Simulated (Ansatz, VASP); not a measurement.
**Two plane-wave programs on MgO**

The input INCAR:

```
SYSTEM = MgO
  PREC = Accurate
  ENCUT = 520
  EDIFF = 1E-7
  ISMEAR = -1
  SIGMA = 0.05
  LREAL = .FALSE.
  LASPH = .TRUE.
  NELM = 60
  ALGO = Normal
  ISIF = 2
  LWAVE = .FALSE.
  LCHARG = .FALSE.
  GGA = PE
  NBANDS = 11
```

KPOINTS

```
regular mesh
0
G
  9 9 9
  0 0 0
```

File POSCAR:

```
MgO
1.0
    0.0000000000      2.1595000000      2.1595000000
    2.1595000000      0.0000000000      2.1595000000
    2.1595000000      2.1595000000      0.0000000000
Mg O
1 1
Direct
    0.0000000000      0.0000000000      0.0000000000
    0.5000000000      0.5000000000      0.5000000000
```

Input for Ansatz:

```yaml
crystal:
  lattice:
    - [0.0, 2.1595, 2.1595]
    - [2.1595, 0.0, 2.1595]
    - [2.1595, 2.1595, 0.0]
  atoms:
    - { symbol: Mg, position: [0.0, 0.0, 0.0] }
    - { symbol: O, position: [0.5, 0.5, 0.5] }
hamiltonian:
  xc: pbe
  pseudopotentials: { kind: paw }
basis:
  ecutwfc: 420
kpoints:
  mp_grid: { grid: [9, 9, 9] }
scf:
  occupations: { method: fermi_dirac, width: 0.05 }
  lower_state_search: "off"
output:
  forces: true
  stress: true
  write_density: true
  write_potential: true
  elf: true
  volumetric_format: npy
```

Alike in both runs: task single point; functional PBE; k mesh 9 × 9 × 9; occupations fermi-dirac, width 0.05 eV; no spin polarisation.

|  | VASP | Ansatz |
| --- | --- | --- |
| version | VASP 6.6.1 | Ansatz 0.2.0 |
| potentials or method | VASP PAW PBE potentials, release 64 (Mg, O) | PAW, plane waves, scalar-relativistic |
| plane-wave cutoff (eV) | 520 | 420 |
| valence electrons in the cell | 8 | 16 |

Ansatz gave:

```
gap on the k mesh at the Fermi level (eV) : 4.05
pressure (GPa)                            : -6.2
```

Task: Which values does VASP return?

Result: gap on the k mesh at the Fermi level (eV): 4.03; pressure (GPa): -6.9.

The functional is the same, so the differences come from potentials, cutoffs and numerics. The two sets of potentials don't hold the same shells in valence.
